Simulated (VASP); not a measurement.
Runs of VASP 6.6.1 on PtS2. It takes space group P-3m1 (No. 164, trigonal). The conventional cell has a = 3.543 Å, b = 3.543 Å, c = 5.039 Å, α = 90.00°, β = 90.00°, γ = 120.00°. Pt (site symmetry -3m) is surrounded by 6 S at 2.34 Å. S (site symmetry 3m) has 3 Pt at 2.34 Å as nearest neighbours. 

```tsv
level	potentials or basis	k mesh	cutoff (eV)	gap on the mesh (eV)	pressure (GPa)	relaxed volume (Å³/atom)	largest force (eV/Å)
PBE+D3(BJ)	VASP PAW PBE potentials, release 64 (Pt, S)	9 × 9 × 5	600	0.17	0.0	(b)	-
PBE	VASP PAW PBE potentials, release 64 (Pt, S)	9 × 9 × 5	600	(a)	0.1	22.78	0.01
rev-vdW-DF2	VASP PAW PBE potentials, release 64 (Pt, S)	9 × 9 × 5	600	0.39	0.0	18.16	-
LDA	VASP PAW LDA potentials, release 64 (Pt, S)	9 × 9 × 5	600	(c)	0.0	16.65	-
r2SCAN	VASP PAW PBE potentials, release 64 (Pt, S)	9 × 9 × 5	600	1.41	0.0	20.33	-
PBE	VASP PAW PBE potentials, release 64 (Pt, S)	5 × 5 × 3	300	1.28	0.0	19.84	0.01
```

Alike in all rows: task relaxation of cell and atoms; no spin polarisation; cell relaxed; smearing gaussian 0.03 eV.

Q: Fill in the values left out.

A: (a) 1.47; (b) 17.30; (c) none.

Caveats: spin-orbit coupling is left out, which moves the levels of the heavy elements (some runs); an odd mesh through Γ misses points on the zone boundary, where band edges often lie (some runs); the PAW data sets were made with another functional, which shifts forces and pressure a little (some runs); the volume moved by over 15 % at a fixed basis, so the end points are rough (some runs); this functional lacks dispersion, which binds the layers, so the pressure and a relaxed spacing across them are unreliable, and here the layers came unbound (some runs); the volume moved by +25 % from the deposited cell, more than functionals usually miss (some runs); the cutoff is under 1.25 times the usual one of these potentials, so pressure, stress and relaxed cells hold a basis-set (Pulay) error (some runs).

A k mesh can miss the band edges, and the runs leave out spin-orbit coupling on Pt.
